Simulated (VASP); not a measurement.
**TaSi2: density of states with PBE**

The system is TaSi2.

```xyz
9
Lattice="4.7800 0.0000 0.0000 -2.3900 4.1396 0.0000 0.0000 0.0000 6.5640" Properties=species:S:1:pos:R:3 pbc="T T T"
Ta   -1.1950    2.0698    1.0940
Ta    1.1950    2.0698    5.4700
Ta    2.3900    0.0000    3.2820
Si    1.1949    0.6899    1.0940
Si   -1.1951    3.4497    5.4700
Si    2.3900    2.7599    3.2820
Si    1.1951    3.4497    1.0940
Si    3.5851    0.6899    5.4700
Si    0.0000    1.3797    3.2820
```

```yaml
Program: VASP 6.6.1
Task: density of states
Functional: PBE
Potentials_or_basis: VASP PAW PBE potentials, release 64 (Ta_pv, Si)
Cutoff: 520 eV
k_mesh: 5 × 5 × 3
Occupations: gaussian, width 0.02 eV
Spin: no spin polarisation
k_mesh_for_the_DOS: 8 × 8 × 5
Occupations_for_the_DOS: tetrahedron
Further_INCAR_settings: ALGO = Fast; EDIFF = 1e-06; NBANDS = 38
```

```json
{
  "Valence electrons inside the program's atomic spheres": "Ta 9.02; Si 1.64"
}
```

Levels at points of the mesh, in eV from the Fermi level:
```tsv
k point	band 25	band 26	band 27	band 28	band 29	band 30	band 31	band 32	band 33	band 34
(0.00, 0.00, 0.00)	-2.50	-2.26	-2.26	-2.24	-1.78	0.57	3.14	3.14	3.45	3.53
(0.50, 0.00, 0.00)	-2.00	-1.12	-0.77	-0.01	0.17	0.79	1.21	1.67	2.06	2.28
```

States per cell in windows of 0.5 eV (zero at the Fermi level; states under -8 eV left out):
| from (eV) | total | Ta1_d | Ta2_d | Ta3_d | Si6_p | Si9_p | Si4_p |
| --- | --- | --- | --- | --- | --- | --- | --- |
| -8.0 | 1.47 | 0.04 | 0.04 | 0.04 | 0.02 | 0.02 | 0.02 |
| -7.5 | 1.39 | 0.04 | 0.04 | 0.04 | 0.02 | 0.02 | 0.02 |
| -7.0 | 0.84 | 0.03 | 0.03 | 0.03 | 0.01 | 0.01 | 0.01 |
| -6.5 | 0.76 | 0.03 | 0.03 | 0.03 | 0.02 | 0.02 | 0.02 |
| -6.0 | 1.87 | 0.07 | 0.07 | 0.07 | 0.06 | 0.06 | 0.06 |
| -5.5 | 1.74 | 0.07 | 0.07 | 0.07 | 0.06 | 0.06 | 0.06 |
| -5.0 | 2.91 | 0.15 | 0.15 | 0.15 | 0.10 | 0.10 | 0.10 |
| -4.5 | 1.39 | 0.08 | 0.08 | 0.08 | 0.04 | 0.04 | 0.04 |
| -4.0 | 1.82 | 0.11 | 0.11 | 0.11 | 0.05 | 0.05 | 0.05 |
| -3.5 | 2.06 | 0.14 | 0.14 | 0.14 | 0.06 | 0.06 | 0.06 |
| -3.0 | 3.84 | 0.33 | 0.33 | 0.33 | 0.11 | 0.11 | 0.11 |
| -2.5 | 5.42 | 0.58 | 0.58 | 0.58 | 0.14 | 0.14 | 0.14 |
| -2.0 | 2.51 | 0.27 | 0.27 | 0.27 | 0.07 | 0.07 | 0.07 |
| -1.5 | 1.85 | 0.24 | 0.24 | 0.24 | 0.04 | 0.04 | 0.04 |
| -1.0 | 1.01 | 0.14 | 0.14 | 0.14 | 0.02 | 0.02 | 0.02 |
| -0.5 | 1.24 | 0.19 | 0.19 | 0.19 | 0.02 | 0.02 | 0.02 |
| 0.0 | 1.48 | 0.24 | 0.24 | 0.24 | 0.02 | 0.02 | 0.02 |
| 0.5 | 1.01 | 0.17 | 0.17 | 0.17 | 0.01 | 0.01 | 0.01 |
| 1.0 | 1.12 | 0.14 | 0.14 | 0.14 | 0.02 | 0.02 | 0.02 |
| 1.5 | 2.24 | 0.24 | 0.24 | 0.24 | 0.05 | 0.05 | 0.05 |
| 2.0 | 3.17 | 0.38 | 0.38 | 0.38 | 0.06 | 0.06 | 0.06 |
| 2.5 | 3.02 | 0.36 | 0.36 | 0.36 | 0.05 | 0.05 | 0.05 |
| 3.0 | 2.99 | 0.33 | 0.33 | 0.33 | 0.05 | 0.05 | 0.05 |
| 3.5 | 3.37 | 0.46 | 0.46 | 0.46 | 0.05 | 0.05 | 0.05 |
| 4.0 | 0.85 | 0.12 | 0.12 | 0.12 | 0.01 | 0.01 | 0.01 |
| 4.5 | 0.00 | 0.00 | 0.00 | 0.00 | 0.00 | 0.00 | 0.00 |
| 5.0 | 0.00 | 0.00 | 0.00 | 0.00 | 0.00 | 0.00 | 0.00 |
| 5.5 | 0.00 | 0.00 | 0.00 | 0.00 | 0.00 | 0.00 | 0.00 |

It took 5.8 min on 1 thread of AMD EPYC 7R43 64-Core Processor (Zen 3), with other jobs on the host, peak memory 0.24 GiB.

 Spin-orbit coupling is left out, which matters for the levels of Ta.
